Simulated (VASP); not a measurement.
Here is a VASP 6.6.1 calculation.

The input POSCAR:

```
GaSb
1.0
    0.0000000000      3.0630737977      3.0630737977
    3.0630737977      0.0000000000      3.0630737977
    3.0630737977      3.0630737977      0.0000000000
Ga Sb
1 1
Direct
    0.0000000000      0.0000000000      0.0000000000
    0.7500000000      0.7500000000      0.7500000000
```

INCAR.step1

```
SYSTEM = GaSb
PREC = Accurate
ENCUT = 550
ISMEAR = 0
SIGMA = 0.05
LREAL = .FALSE.
LASPH = .TRUE.
NELM = 120
NBANDS = 16
GGA = PE
ALGO = Normal
EDIFF = 1E-5
LWAVE = .TRUE.
LCHARG = .FALSE.
GGA_COMPAT = .FALSE.
```

File INCAR.step2:

```
SYSTEM = GaSb
PREC = Accurate
ENCUT = 550
EDIFF = 1E-6
ISMEAR = 0
SIGMA = 0.05
LREAL = .FALSE.
LASPH = .TRUE.
NELM = 120
ALGO = Normal
ISIF = 2
LWAVE = .FALSE.
LCHARG = .TRUE.
METAGGA = R2SCAN
LMIXTAU = .TRUE.
LELF = .TRUE.
LVHAR = .TRUE.
NBANDS = 16
ISTART = 1
GGA_COMPAT = .FALSE.
```

File KPOINTS:

```
Automatic mesh
0
G
  6 6 6
  0 0 0
```

Potentials or basis: VASP PAW PBE potentials, release 64 (Ga_d, Sb).

The run is started by

```sh
$ cat potpaw_PBE.64/Ga_d/POTCAR potpaw_PBE.64/Sb/POTCAR > POTCAR
$ cp INCAR.step1 INCAR
$ mpirun -np 1 vasp_std > vasp.out
$ cp INCAR.step2 INCAR
$ mpirun -np 1 vasp_std > vasp.out
```

Q: Predict the band gap on the k mesh.

A: 0.42 eV, direct.

Q: What does it give for the pressure?

A: 0.2 GPa.

Caveat: the PAW data sets were made with another functional, which shifts forces and pressure a little; spin-orbit coupling is left out, which moves the levels of the heavy elements.

**The experiment to reproduce.**

From a printed reference work, data compilation, for a bulk crystal of GaSb at 4.2 K: band gap 0.811 eV (direct).

Measured gap of GaSb: 0.811 eV (direct; 4.2 K; a printed reference work, data compilation). This calculation gives 0.42 eV (-0.39 eV). Spin-orbit coupling on Ga, Sb is left out. The value is that of r2SCAN on a finite k mesh, which can miss the band edges, without temperature or zero-point motion.
